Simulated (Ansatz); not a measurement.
# Be2C, space group Fm-3m: an exact-exchange plus RPA energy

Program: Ansatz's Python interface.

At the Python prompt:
```pycon
>>> import ansatz as az
>>> lattice = az.Lattice.of(
...     (0.0, 2.165, 2.165),
...     (2.165, 0.0, 2.165),
...     (2.165, 2.165, 0.0),
... )
>>> sites = [
...     ('Be', (0.25, 0.25, 0.25)),
...     ('Be', (0.75, 0.75, 0.75)),
...     ('C', (0.0, 0.0, 0.0)),
... ]
>>> xtal = az.Crystal(lattice=lattice)
>>> for symbol, position in sites:
...     xtal = xtal.atom(symbol, position)
...
>>> model = (
...     xtal.calculation()
...     .functional('pbe')
...     .scf(tolerance=1e-08)
...     .occupations('fixed')
...     .kpoints(4, 4, 4)
...     .pseudopotentials('nc')
...     .rpa_energy(empty_bands=40, screening_cutoffs=[80, 100, 120, 140], long_wavelength='optical_limit')
... )
>>> kept = {}
>>> model.session().plan().execute(on_event=lambda event: kept.update({event['event']: event['data']}))
DeckWarning: basis.ecutwfc = 1800 eV, auto-derived from the records' recommended cutoffs: set by Be (normal level)
<ansatz.RunOutcome object at 0x...>
>>> rpa = kept['rpa_energy']
>>> for rung in rpa['rungs']:
...     print(f'response cutoff {rung["ecut_chi_ev"]:6.1f} eV: {rung["mean_plane_waves"]:7.1f} plane waves, E_c = {rung["e_c_ev"]:.4f} eV')
...
response cutoff   80.0 eV:    32.6 plane waves, E_c = -11.3050 eV
response cutoff  100.0 eV:    45.2 plane waves, E_c = -12.0011 eV
response cutoff  120.0 eV:    60.0 plane waves, E_c = -12.5219 eV
response cutoff  140.0 eV:    76.7 plane waves, E_c = -12.9164 eV
>>> print(f'extrapolated E_c = {rpa["e_c_ev"]:.3f} +- {rpa["e_c_stderr_ev"]:.3f} eV')
extrapolated E_c = -14.055 +- 0.086 eV
>>> print(f'exact exchange {rpa["e_x_ev"]:.3f} eV against the semilocal valence xc {rpa["e_xc_valence_only_ev"]:.3f} eV')
exact exchange -186.473 eV against the semilocal valence xc -195.740 eV
```

Notes:
- Total energies depend on the potentials; only differences at equal settings carry meaning. A total without «per atom» is that of the cell as typed.
- The Fermi level of a run with fixed occupations marks the highest occupied state on its mesh, not mid-gap.
- The k-point mesh is coarse, and energy and stress weren't tested for convergence.
- The structure is a deposited one; some such entries were measured under pressure or heat, so a shift against it needn't be the functional's error alone.
- Warnings are shown shortened and without file and line.
- Mesh, empty bands and response cutoffs are small; the figures show the procedure and aren't converged, and a quoted error is that of the fit alone.
- Finished in 12 s on 1 thread of Intel(R) Xeon(R) Platinum 8488C (Sapphire Rapids), with other jobs on the host, peak memory 0.46 GiB.

(Lines on the test bed's own set-up are left out of the output.)
